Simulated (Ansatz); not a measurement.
`C[SiH2]C(F)(F)F` + `N=CF` → `C[SiH2]/N=C/F` + trifluoromethane at 400 K and 1 bar (ligand exchange at the Si–C bond).

Gas-phase electronic energies from Ansatz, PBE0-D4/def2-TZVP geometries. CCSD(T)/CBS adds triple-zeta CCSD(T) − MP2 to the extrapolated MP2 energy (def2 sets, frozen cores). This one scheme is used for every species. Each species was taken in one conformer, which may not be the lowest.

| species | CCSD(T)/CBS energy (Eh) | H − E (kJ/mol) | S (J/(mol·K)) |
| --- | --- | --- | --- |
| `C[SiH2]C(F)(F)F` | -667.57559 | 214.2 | 398.8 |
| `N=CF` | -193.72220 | 103.2 | 262.4 |
| `C[SiH2]/N=C/F` | -523.29934 | 236.1 | 377.3 |
| `FC(F)F` | -338.02896 | 84.0 | 275.7 |

H − E and S are ideal-gas, rigid-rotor, harmonic terms from PBE0-D4/def2-TZVP, for one conformer and one mirror image of each species. 1 Eh = 2625.50 kJ/mol, R = 8.31446 J/(mol·K).

Question: By hand: ΔE, ΔH, ΔS and ΔG.

Answer: ΔE = (-523.29934) + (-338.02896) − (-667.57559) − (-193.72220) = -0.03051 Eh = -80.1 kJ/mol. Δ(H − E) = 236.1 + 84.0 − 214.2 − 103.2 = 2.7, so ΔH = -77.4 kJ/mol. ΔS = 377.3 + 275.7 − 398.8 − 262.4 = -8.2 J/(mol·K). ΔG = -77.4 − 400 × (-8.2)/1000 = -74.1 kJ/mol.

Question: By hand: the equilibrium constant, and the temperature at which ΔG would vanish if ΔH and ΔS stayed fixed.

Answer: log₁₀ K = −ΔG/(RT ln 10) = 9.7. ΔG = 0 at ΔH/ΔS = 9439 K, far beyond where these terms or the molecules hold.

The number of gas molecules stays the same, so ΔS is small and ΔH decides. A doubt of 5 kJ/mol in ΔE shifts log₁₀ K by 0.7 here. Other conformers and mirror images would add mixing entropy, several J/(mol·K) or more a flexible species. Modes under 60 cm⁻¹, often nearly free rotors, make the harmonic entropy too high. These are equilibria of isolated gas molecules and say nothing of rates. Largest T1 diagnostic: 0.013 (customary marks: 0.02 for closed shells, 0.045 for open ones).
